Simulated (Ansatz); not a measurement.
Relaxing H

Theory: DFT r2SCAN, scalar-relativistic, plane waves, PAW (Ansatz). Cutoff 500 eV, Γ-centred k mesh, Gaussian smearing, no spin polarisation in the final step.

The start is a database structure of H, space group Cmcm (No. 63).

```
CELL_PARAMETERS angstrom
1.64853 -2.73169 0.00000
1.64853 2.73169 0.00000
0.00000 0.00000 6.31377
ATOMIC_POSITIONS crystal
H 0.56781 0.43219 0.99951
H 0.43219 0.56781 0.00049
H 0.43219 0.56781 0.49951
H 0.56781 0.43219 0.50049
```

Steps on the 8×8×4 mesh (4 atoms). 8 of 31 steps are shown, and the free energy counts from the last. Trial steps that were taken back and renewals of the plane-wave basis can be among the rows.

```
step  ΔF (meV/atom) V (Å³/atom) P (GPa) largest force component (eV/Å)
   1            6.0        14.22     0.24                           0.005
   4            4.3        17.75     0.05                           0.032
  15            3.7        18.03    -0.03                           0.014
  17            3.4        17.91    -0.01                           0.004
  20            2.4        19.11     0.40                           0.287
  23            1.6        19.85     0.04                           0.005
  26            0.8        22.41     0.06                           0.023
  31            0.0        25.86     0.01                           0.008
```

A final relaxation ran on a 8×8×4 mesh. The relaxed crystal, Cmcm (No. 63):

Space group Cmcm (No. 63). a = 3.957 Å, b = 6.623 Å, c = 7.894 Å, α = 90.00°, β = 90.00°, γ = 90.00°
| atom | site | symmetry | x | y | z |
| --- | --- | --- | --- | --- | --- |
| H | 8f | m.. | 0.5000 | 0.9556 | 0.9713 |

```json
{
  "Volume per atom": "25.9 Å³",
  "Density": "0.1 g/cm³",
  "Gap on the 8×8×4 mesh": "10.52 eV"
}
```

The final run used a 8×8×4 mesh on its 4-atom cell and 0.02 eV smearing. No dispersion correction is applied, so the spacing between layers, chains or molecules is poorly fixed, and with it the volume and density.

A structure relaxed within its symmetry needn't be a true minimum.